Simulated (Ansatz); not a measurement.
Crystal: MoP.

```xyz
2
Lattice="3.2230 0.0000 0.0000 -1.6115 2.7912 0.0000 0.0000 0.0000 3.1910" Properties=species:S:1:pos:R:3 pbc="T T T"
Mo    0.0000    0.0000    0.0000
P     0.0000    1.8608    1.5955
```

* Program: Ansatz 0.2.0
* Task: relaxation of cell and atoms
* Functional: PBE0
* Potentials or basis: Ansatz PAW
* Cutoff: 420 eV (not typed: the program's choice for these potentials)
* k mesh: 5 × 5 × 4
* Occupations: fermi-dirac, width 0.05 eV
* Spin: no spin polarisation

At the start: volume 14.35 Å³/atom.

Question: Where does the relaxation end?

Answer: It ends after 5 steps and the volume is 14.04 Å³/atom (-2.2 %); space group P-6m2 (No. 187, to 0.05 Å).

Step by step:
```tsv
step	energy change (eV)	largest force (eV/Å)	volume (Å³)
1	0.0000	0.0000	28.71
2	-0.0164	0.0000	28.18
3	-0.0167	0.0000	28.08
4	-0.0167	0.0000	28.07
5	-0.0166	0.0000	28.07
```

Final structure:
```
CELL_PARAMETERS angstrom
3.17771 0.00000 0.00000
-1.58886 2.75198 0.00000
0.00000 0.00000 3.21019
ATOMIC_POSITIONS crystal
Mo 0.00000 0.00000 0.00000
P 0.33333 0.66667 0.50000
```

Caveat: the k mesh is coarse (spacing up to 0.49 Å⁻¹), so the values aren't converged, least of all with exact exchange; the plane-wave basis is chosen anew once the cell has moved, so the energies of steps on either side of that aren't comparable; the PAW data sets come from PBE, with cores solved anew for the run's functional, which leaves a small shift of forces and pressure.
